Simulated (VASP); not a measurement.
# Nb (P6_3/mmc) in VASP: settings compared, part 2 of 2

VASP 6.6.1. Earlier steps stand in the parts before.

**4. Single point, PBEsol**

Contents of INCAR:

```
  PREC = Accurate
  ENCUT = 520
  EDIFF = 1E-6
  ISMEAR = 0
  SIGMA = 0.5
  LREAL = F
  LASPH = T
  NELM = 80
  ALGO = Normal
  ISIF = 2
  LWAVE = F
  LCHARG = F
  GGA = PS
  NBANDS = 20
```

Contents of KPOINTS:

```
regular mesh
0
Gamma
  18 18 10
```

Contents of POSCAR:

```
Nb
1.0
    2.8321900000      0.0000000000      0.0000000000
   -1.4160900000      2.4527500000      0.0000000000
    0.0000000000      0.0000000000      5.1814900000
Nb
2
Direct
    0.3333300000      0.6666700000      0.2500000000
    0.6666700000      0.3333300000      0.7500000000
```

Potentials or basis: VASP PAW PBE potentials, release 64 (Nb_sv).

Launch:

```bash
$ cat potpaw_PBE.64/Nb_sv/POTCAR > POTCAR
$ mpirun -np 1 vasp_std > vasp.out
```

OUTCAR:

```text
PREC = Accurate
   ENCUT = 520
   EDIFF = 1E-6
   ISMEAR = 0
   LREAL = F
   LASPH = T
   NELM = 80
   ISIF = 2
   GGA = PS

 ion  position               nearest neighbor table
   1  0.333  0.667  0.250-
   2  0.667  0.333  0.750-

  LATTYP: Found a hexagonal cell.
 ALAT       =     2.8321900000
 C/A-ratio  =     1.8294994333

  Lattice vectors:

 A1 = (   2.8321900000,   0.0000000000,   0.0000000000)
 A2 = (  -1.4160900000,   2.4527500000,   0.0000000000)
 A3 = (   0.0000000000,   0.0000000000,   5.1814900000)

Analysis of symmetry for initial positions (statically):
=====================================================================
 Subroutine PRICEL returns:
 Original cell was already a primitive cell.

 Routine SETGRP: Setting up the symmetry group for a
 hexagonal supercell.

 Subroutine GETGRP returns: Found  8 space group operations
 (whereof  4 operations were pure point group operations)
 out of a pool of 24 trial point group operations.

The static configuration has the point symmetry C_2h.
 The point group associated with its full space group is D_2h.

Analysis of symmetry for dynamics (positions and initial velocities):
=====================================================================
 Subroutine PRICEL returns:
 Original cell was already a primitive cell.

 Routine SETGRP: Setting up the symmetry group for a
 hexagonal supercell.

 Subroutine GETGRP returns: Found  8 space group operations
 (whereof  4 operations were pure point group operations)
 out of a pool of 24 trial point group operations.

The dynamic configuration has the point symmetry C_2h.
 The point group associated with its full space group is D_2h.

 Subroutine INISYM returns: Found  8 space group operations
[... 103 lines left out ...]
   ISIF   =      2    stress and relaxation
   ISYM   =      2    0-nonsym 1-usesym 2-fastsym
   POTIM  = 0.5000    time-step for ionic-motion
   TEBEG  =    0.0;   TEEND  =   0.0 temperature during run
   PSTRESS=    0.0 pullay stress
   NELECT =      26.0000    total number of electrons
   NUPDOWN=      -1.0000    fix difference up-down
   EMIN   =  10.00;   EMAX   =-10.00  energy-range for DOS
   EFERMI =   0.00;   METHOD = LEGACY
   ISMEAR =     0;   SIGMA  =   0.50  broadening in eV -4-tet -1-fermi 0-gaus
   EFERMI_NEDOS =   21; number of points for ismear=-14 and -15
   IALGO  =     38    algorithm
   IMIX   =      4    mixing-type and parameters
     AMIX     =   0.40;   BMIX     =  1.00
     AMIX_MAG =   1.60;   BMIX_MAG =  1.00
  volume/ion in A,a.u.               =      18.00       121.45
  Fermi-wavevector in a.u.,A,eV,Ry     =   1.468890  2.775799 29.356431  2.157637
  Thomas-Fermi vector in A             =   2.584333
   LORBIT       =      0    0 simple, 1 ext, 2 COOP (PROOUT), +10 PAW based schemes
   GGA     = PS    functional components
   LHFCALC =     F    Hartree Fock is set to
   AEXX    =    0.0000 exact exchange contribution
   IVDW    =     0    specifies the selected vdW correction
   LEPSILON=     F    determine dielectric tensor
   LRPA    =     F    only Hartree local field effects (RPA)
 non-spin polarized calculation
 Gauss-broadening in eV      SIGMA  =   0.50
  energy-cutoff  :      520.00
  volume of cell :       35.99
 maximum number of plane-waves:       988
 NGX is ok and might be reduce to    24
   NGX = 11   NGY = 11   NGZ = 19

 number of electron      25.9999999 magnetization

 Free energy of the ion-electron system (eV)
  ---------------------------------------------------
  ext. energy  EPLUGINS =         0.00000000
  ---------------------------------------------------
  free energy    TOTEN  =       -21.45013891 eV

  energy without entropy =      -21.12522484  energy(sigma->0) =      -21.28768187

 E-fermi :  11.4263     XC(G=0): -12.6167

 val. band max:       11.4260752390   @ k =   0.5000   0.2778   0.1000
 cond. band min:      11.4291812209   @ k =   0.1111   0.0000   0.0000
 fundamental gap:      0.0031059819
 Fermi energy:        11.4263166656

 k-point     1 :       0.0000    0.0000    0.0000
  band No.  band energies     occupation
      1     -43.1884      2.00000
      2     -43.0437      2.00000
      3     -19.7534      2.00000
      4     -18.7074      2.00000
      5     -18.4618      2.00000
      6     -18.4618      2.00000
[... 541 lines left out ...]
     19      15.9853      0.00000
     20      17.5430      0.00000

 [... further k-points ...]
[... 5 lines left out ...]
  --------------------------------------------------------------------------------------
  -------------------------------------------------------------------------------------
  Total        0.2042516      0.2043859      0.1773773      0.0001165      0.0000000      0.0000000
  in kB        9.0917120      9.0976905      7.8954756      0.0051864      0.0000000      0.0000000
  external PRESSURE =       8.6949593 kB  Pullay stress =       0.0000000 kB

 VOLUME and BASIS-vectors are now :
 -----------------------------------------------------------------------------
  energy-cutoff  :      520.00
  volume of cell :       35.99
      direct lattice vectors                 reciprocal lattice vectors
     2.832190000  0.000000000  0.000000000     0.353083656  0.203852098  0.000000000
    -1.416090000  2.452750000  0.000000000     0.000000000  0.407705637  0.000000000
     0.000000000  0.000000000  5.181490000     0.000000000  0.000000000  0.192994679

 POSITION                                       TOTAL-FORCE (eV/Angst)
 -----------------------------------------------------------------------------------
     -0.00001      1.63517      1.29537        -0.000031      0.000018      0.000000
      1.41611      0.81758      3.88612         0.000031     -0.000018     -0.000000
 -----------------------------------------------------------------------------------
    total drift:                                0.000000     -0.000000      0.000000

  FREE ENERGIE OF THE ION-ELECTRON SYSTEM (eV)
  ---------------------------------------------------
  free  energy   TOTEN  =       -21.4501389057 eV

  energy  without entropy=      -21.1252248410  energy(sigma->0) =      -21.28768187
```

OSZICAR:

```text
N       E                     dE             d eps       ncg     rms          rms(c)
DAV:   1     0.301547850163E+03    0.30155E+03   -0.14966E+04 21856   0.137E+03
DAV:   2     0.123905524857E+01   -0.30031E+03   -0.29366E+03 24232   0.542E+02
DAV:   3    -0.213283795099E+02   -0.22567E+02   -0.21882E+02 41404   0.108E+02
DAV:   4    -0.223045271614E+02   -0.97615E+00   -0.96857E+00 28960   0.200E+01
DAV:   5    -0.223628986860E+02   -0.58372E-01   -0.58296E-01 37452   0.453E+00    0.104E+01
DAV:   6    -0.215446595475E+02    0.81824E+00   -0.14976E+00 30260   0.118E+01    0.363E+00
DAV:   7    -0.214408966897E+02    0.10376E+00   -0.59384E-01 38496   0.678E+00    0.149E+00
DAV:   8    -0.214502828959E+02   -0.93862E-02   -0.42541E-02 29252   0.208E+00    0.144E-01
DAV:   9    -0.214501223598E+02    0.16054E-03   -0.40305E-03 35932   0.568E-01    0.753E-02
DAV:  10    -0.214501468671E+02   -0.24507E-04   -0.20079E-04 30776   0.141E-01    0.153E-02
DAV:  11    -0.214501387036E+02    0.81636E-05   -0.92024E-06 30016   0.304E-02    0.958E-03
DAV:  12    -0.214501389057E+02   -0.20217E-06   -0.15785E-06 15452   0.198E-02
   1 F= -.21450139E+02 E0= -.21287682E+02  d E =-.324914E+00
```

Wall time 6 min (1 thread of AMD EPYC 7R13 (Zen 3), shared host); peak memory 0.38 GiB.

What came out:

```yaml
Free_energy: -21.4501 eV
Pressure: 0.9 GPa
Band_gap_on_the_k_mesh: none (metal or under the smearing width)
```

Stress tensor (GPa, compression positive):
```
0.91 0.00 0.00
0.00 0.91 0.00
0.00 0.00 0.79
```

Caveat: the PAW data sets were made with another functional, which shifts forces and pressure a little.

**5. Single point, PBEsol**

INCAR: that of step 4 with these lines changed.

```diff
@@ -1,6 +1,6 @@
   PREC = Accurate
-  ENCUT = 520
+  ENCUT = 900
   EDIFF = 1E-6
   ISMEAR = 0
-  SIGMA = 0.5
+  SIGMA = 0.1
   LREAL = F
```

KPOINTS is that of step 4.

POSCAR is that of step 4.

Launch:

```bash
$ cat potpaw_PBE.64/Nb_sv/POTCAR > POTCAR
$ mpirun -np 1 vasp_std > vasp.out
```

Wall time 12 min (1 thread of AMD EPYC 7R13 (Zen 3), shared host); peak memory 0.72 GiB.

The run converged. Its results:

| Item | Value |
| --- | --- |
| Free energy | -21.2925 eV |
| Pressure | 0.1 GPa |
| Band gap on the k mesh | none (metal or under the smearing width) |

Levels at points of the mesh, in eV from the Fermi level:
```tsv
k point	band 10	band 11	band 12	band 13	band 14	band 15	band 16	band 17
(0.00, 0.00, 0.00)	-4.02	-1.06	0.31	0.31	0.52	0.77	0.77	2.67
(0.50, 0.00, 0.00)	-3.44	-3.43	-0.59	0.33	0.38	0.72	4.64	5.76
(0.50, 0.50, 0.00)	-3.44	-3.43	-0.59	0.33	0.38	0.72	4.64	5.76
(0.00, 0.00, 0.50)	-4.71	-1.31	-1.31	0.37	0.37	0.37	0.37	3.81
(0.50, 0.00, 0.50)	-3.98	-2.53	-2.53	2.18	2.18	2.27	2.27	5.19
(0.50, 0.50, 0.50)	-3.98	-2.53	-2.53	2.18	2.18	2.27	2.27	5.19
```

Caveat: the PAW data sets were made with another functional, which shifts forces and pressure a little.

**6. Single point, r2SCAN**

Contents of INCAR:

```
  PREC = Accurate
  ENCUT = 520
  EDIFF = 1E-6
  ISMEAR = 0
  SIGMA = 0.1
  LREAL = F
  LASPH = T
  NELM = 80
  ALGO = Normal
  ISIF = 2
  LWAVE = F
  LCHARG = F
  METAGGA = R2SCAN
  LMIXTAU = T
  NBANDS = 20
```

KPOINTS is that of step 5.

POSCAR is that of step 5.

Potentials or basis: VASP PAW PBE potentials, release 64 (Nb_sv).

Launch:

```bash
$ cat potpaw_PBE.64/Nb_sv/POTCAR > POTCAR
$ mpirun -np 1 vasp_std > vasp.out
```

OUTCAR:

```text
PREC = Accurate
   ENCUT = 520
   EDIFF = 1E-6
   ISMEAR = 0
   LREAL = F
   LASPH = T
   NELM = 80
   ISIF = 2
   METAGGA = R2SCAN

 ion  position               nearest neighbor table
   1  0.333  0.667  0.250-
   2  0.667  0.333  0.750-

  LATTYP: Found a hexagonal cell.
 ALAT       =     2.8321900000
 C/A-ratio  =     1.8294994333

  Lattice vectors:

 A1 = (   2.8321900000,   0.0000000000,   0.0000000000)
 A2 = (  -1.4160900000,   2.4527500000,   0.0000000000)
 A3 = (   0.0000000000,   0.0000000000,   5.1814900000)

Analysis of symmetry for initial positions (statically):
=====================================================================
 Subroutine PRICEL returns:
 Original cell was already a primitive cell.

 Routine SETGRP: Setting up the symmetry group for a
 hexagonal supercell.

 Subroutine GETGRP returns: Found  8 space group operations
 (whereof  4 operations were pure point group operations)
 out of a pool of 24 trial point group operations.

The static configuration has the point symmetry C_2h.
 The point group associated with its full space group is D_2h.

Analysis of symmetry for dynamics (positions and initial velocities):
=====================================================================
 Subroutine PRICEL returns:
 Original cell was already a primitive cell.

 Routine SETGRP: Setting up the symmetry group for a
 hexagonal supercell.

 Subroutine GETGRP returns: Found  8 space group operations
 (whereof  4 operations were pure point group operations)
 out of a pool of 24 trial point group operations.

The dynamic configuration has the point symmetry C_2h.
 The point group associated with its full space group is D_2h.

 Subroutine INISYM returns: Found  8 space group operations
 (whereof  4 operations are pure point group operations),
[... 104 lines left out ...]
   POTIM  = 0.5000    time-step for ionic-motion
   TEBEG  =    0.0;   TEEND  =   0.0 temperature during run
   PSTRESS=    0.0 pullay stress
   NELECT =      26.0000    total number of electrons
   NUPDOWN=      -1.0000    fix difference up-down
   EMIN   =  10.00;   EMAX   =-10.00  energy-range for DOS
   EFERMI =   0.00;   METHOD = LEGACY
   ISMEAR =     0;   SIGMA  =   0.10  broadening in eV -4-tet -1-fermi 0-gaus
   EFERMI_NEDOS =   21; number of points for ismear=-14 and -15
   IALGO  =     38    algorithm
   IMIX   =      4    mixing-type and parameters
     AMIX     =   0.40;   BMIX     =  1.00
     AMIX_MAG =   1.60;   BMIX_MAG =  1.00
  volume/ion in A,a.u.               =      18.00       121.45
  Fermi-wavevector in a.u.,A,eV,Ry     =   1.468890  2.775799 29.356431  2.157637
  Thomas-Fermi vector in A             =   2.584333
   LORBIT       =      0    0 simple, 1 ext, 2 COOP (PROOUT), +10 PAW based schemes
   METAGGA = R2SCAN    functional components
   LHFCALC =     F    Hartree Fock is set to
   AEXX    =    0.0000 exact exchange contribution
   IVDW    =     0    specifies the selected vdW correction
   LEPSILON=     F    determine dielectric tensor
   LRPA    =     F    only Hartree local field effects (RPA)
 non-spin polarized calculation
 Gauss-broadening in eV      SIGMA  =   0.10
  energy-cutoff  :      520.00
  volume of cell :       35.99
 maximum number of plane-waves:       988
 NGX is ok and might be reduce to    24
   NGX = 11   NGY = 11   NGZ = 19

 number of electron      25.9999999 magnetization

 Free energy of the ion-electron system (eV)
  ---------------------------------------------------
  ext. energy  EPLUGINS =         0.00000000
  ---------------------------------------------------
  free energy    TOTEN  =       -49.05630448 eV

  energy without entropy =      -49.04427591  energy(sigma->0) =      -49.05029019

 E-fermi :  11.5676     XC(G=0): -13.6031

 val. band max:       11.5668591800   @ k =  -0.1111   0.5000   0.2000
 cond. band min:      11.5789712715   @ k =  -0.2222   0.4444   0.1000
 fundamental gap:      0.0121120915
 Fermi energy:        11.5675889321

 k-point     1 :       0.0000    0.0000    0.0000
  band No.  band energies     occupation
      1     -44.9785      2.00000
      2     -44.8209      2.00000
      3     -20.8325      2.00000
      4     -19.7246      2.00000
      5     -19.4756      2.00000
      6     -19.4756      2.00000
[... 541 lines left out ...]
     19      16.4170      0.00000
     20      17.9808      0.00000

 [... further k-points ...]
[... 5 lines left out ...]
  --------------------------------------------------------------------------------------
  -------------------------------------------------------------------------------------
  Total        1.1447119      1.1448495      1.1616464      0.0001203      0.0000000      0.0000000
  in kB       50.9537858     50.9599112     51.7075773      0.0053542      0.0000000      0.0000000
  external PRESSURE =      51.2070914 kB  Pullay stress =       0.0000000 kB

 VOLUME and BASIS-vectors are now :
 -----------------------------------------------------------------------------
  energy-cutoff  :      520.00
  volume of cell :       35.99
      direct lattice vectors                 reciprocal lattice vectors
     2.832190000  0.000000000  0.000000000     0.353083656  0.203852098  0.000000000
    -1.416090000  2.452750000  0.000000000     0.000000000  0.407705637  0.000000000
     0.000000000  0.000000000  5.181490000     0.000000000  0.000000000  0.192994679

 POSITION                                       TOTAL-FORCE (eV/Angst)
 -----------------------------------------------------------------------------------
     -0.00001      1.63517      1.29537        -0.000032      0.000019     -0.000000
      1.41611      0.81758      3.88612         0.000032     -0.000019      0.000000
 -----------------------------------------------------------------------------------
    total drift:                                0.000000     -0.000000      0.000000

  FREE ENERGIE OF THE ION-ELECTRON SYSTEM (eV)
  ---------------------------------------------------
  free  energy   TOTEN  =       -49.0563044798 eV

  energy  without entropy=      -49.0442759062  energy(sigma->0) =      -49.05029019
```

OSZICAR:

```text
N       E                     dE             d eps       ncg     rms          rms(c)
DAV:   1     0.274315522328E+03    0.27432E+03   -0.15364E+04 21856   0.141E+03
DAV:   2    -0.363351726086E+02   -0.31065E+03   -0.30363E+03 24668   0.560E+02
DAV:   3    -0.612111292677E+02   -0.24876E+02   -0.24149E+02 41904   0.113E+02
[... 11 lines left out ...]
DAV:  15    -0.490562934823E+02   -0.15225E-04   -0.85862E-05 28316   0.721E-02    0.875E-03
DAV:  16    -0.490562954619E+02   -0.19796E-05   -0.91678E-06 27896   0.215E-02    0.621E-03
DAV:  17    -0.490563030462E+02   -0.75843E-05   -0.15725E-05 22760   0.344E-02    0.163E-03
DAV:  18    -0.490563042263E+02   -0.11801E-05   -0.10168E-06 14356   0.107E-02    0.108E-03
DAV:  19    -0.490563044798E+02   -0.25356E-06   -0.24364E-07 12272   0.603E-03
   1 F= -.49056304E+02 E0= -.49050290E+02  d E =-.120286E-01
```

stdout:

```text
POSCAR found type information on POSCAR Nb
 POSCAR found :  1 types and       2 ions
 scaLAPACK will be used
 -----------------------------------------------------------------------------
|                                                                             |
|                                                                             |
|     You enforced a specific xc type in the INCAR file but a different       |
|     I HOPE YOU KNOW WHAT YOU ARE DOING!                                     |
|                                                                             |
 -----------------------------------------------------------------------------

 LDA part: xc-table for (None), standard interpolation
 POSCAR, INCAR and KPOINTS ok, starting setup
 FFT: planning ... GRIDC
 FFT: planning ... GRID_SOFT
 FFT: planning ... GRID
 WAVECAR not read
 entering main loop
```

It took 32 min on 1 thread of AMD EPYC 7R13 (Zen 3), shared host; peak memory 0.39 GiB.

Results:

* Free energy: -49.0563 eV
* Pressure: 5.1 GPa
* Band gap on the k mesh: none (metal or under the smearing width)

Stress tensor (GPa, compression positive):
```
5.10 0.00 0.00
0.00 5.10 0.00
0.00 0.00 5.17
```

Caveat: the PAW data sets were made with another functional, which shifts forces and pressure a little.

**7. Summary**

| level | k mesh | cutoff (eV) | smearing | gap on the mesh (eV) | pressure (GPa) |
| --- | --- | --- | --- | --- | --- |
| PBEsol | 18 × 18 × 10 | 700 | gaussian 0.1 eV | none | 0.0 |
| PBEsol | 27 × 27 × 12 | 520 | gaussian 0.1 eV | none | 0.1 |
| PBEsol | 18 × 18 × 10 | 520 | gaussian 0.5 eV | none | 0.9 |
| PBEsol | 18 × 18 × 10 | 900 | gaussian 0.1 eV | none | 0.1 |
| r2SCAN | 18 × 18 × 10 | 520 | gaussian 0.1 eV | none | 5.1 |

Alike in all rows: task single point; potentials or basis VASP PAW PBE potentials, release 64 (Nb_sv); no spin polarisation; cell as given.

Every run on the cell as given and a fine mesh finds a metal. The pressure there spans 0.0 GPa (PBEsol) to 5.1 GPa (r2SCAN); a positive pressure means that this level wants a larger cell, a negative one a smaller.

Caveats: the PAW data sets were made with another functional, which shifts forces and pressure a little.

Absolute energies hang on the potentials; compare differences alone.
